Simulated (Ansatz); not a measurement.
# Pd (P6_3/mmc): electronic heat capacity from the density of states

Computed with Ansatz, DFT PBE, scalar-relativistic, plane waves, PAW.

Cutoff 420 eV; k points 18×18×10 on the computed 2-atom cell (Γ-centred); Gaussian smearing, width 0.10 eV; collinear spin from starting moments 0.41 0.41 μB.

Relaxed cell: P6_3/mmc, a = 2.777 Å, b = 2.777 Å, c = 4.621 Å, α = 90.00°, β = 90.00°, γ = 120.00°, 2 atoms in the primitive cell. This form isn't the element's structure at ambient conditions.

The density of states at the Fermi level is 3.857 states/eV in the cell of 2 atoms (2 formula units; both spins, tetrahedra on a 27×27×15 mesh). The run ends with a moment of 0.72 μB a cell (largest on a site 0.37 μB), and the figure is for this state; a paramagnetic sample can have a quite different one. Another magnetic order, if the compound takes it, can change N(E_F) and the shape of the cell a good deal.

Question: What Sommerfeld coefficient does this give?

Answer: Per formula unit N(E_F) = 1.929 states/eV. γ = (π²/3) k_B² N(E_F) N_A = 2.357 mJ/(mol K²) per state/eV, so γ = 4.5 mJ/(mol K²), a mole of formula units. This is the bare band result: a measured γ of the same phase and magnetic order is as a rule larger by a factor 1 + λ from phonons and spin fluctuations. N(E_F) at one energy is sensitive to the mesh where the density of states has sharp peaks.

Only this magnetic start was tried.

Cost: 1 run of about 1.4 core-minutes, on Arm Neoverse N1 (shared hosts).